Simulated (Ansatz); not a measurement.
## Co, simple cubic: how the functional moves the structure

All rows: Ansatz, plane waves with scalar-relativistic PAW, 420 eV (500 eV for the SCAN forms), relaxed under each functional, no dispersion correction, no zero-point motion. B₀ comes from uniform scaling at fixed shape; a dash is a value not given.

| functional | V (Å³/atom) | cell | B₀ (GPa) | magnetic state | ΔE to hcp (meV/atom) |
| --- | --- | --- | --- | --- | --- |
| PBE | 12.81 | a = 2.340 Å | 140 | ferromagnetic, net 1.88 μB per atom | 781 |
| r²SCAN | 12.60 | a = 2.327 Å | 156 | ferromagnetic, net 2.03 μB per atom | 744 |
| m-r²SCAN | 12.25 | a = 2.305 Å | 150 | ferromagnetic, net 1.83 μB per atom | 847 |
| PBEsol | 12.10 | a = 2.296 Å | 155 | ferromagnetic, net 1.75 μB per atom | 864 |
| RPBE | 13.24 | a = 2.365 Å | 130 | ferromagnetic, net 1.91 μB per atom | 742 |
| BLYP | 13.44 | a = 2.377 Å | 125 | ferromagnetic, net 1.87 μB per atom | 606 |

What does LDA give?

V (Å³/atom): 11.47; cell: a = 2.255 Å; B₀ (GPa): 185; magnetic state: ferromagnetic, net 1.56 μB per atom; ΔE to hcp (meV/atom): 882.

m-r²SCAN is r²SCAN on the gauge-invariant kinetic-energy density; without spin polarisation the two are equal.
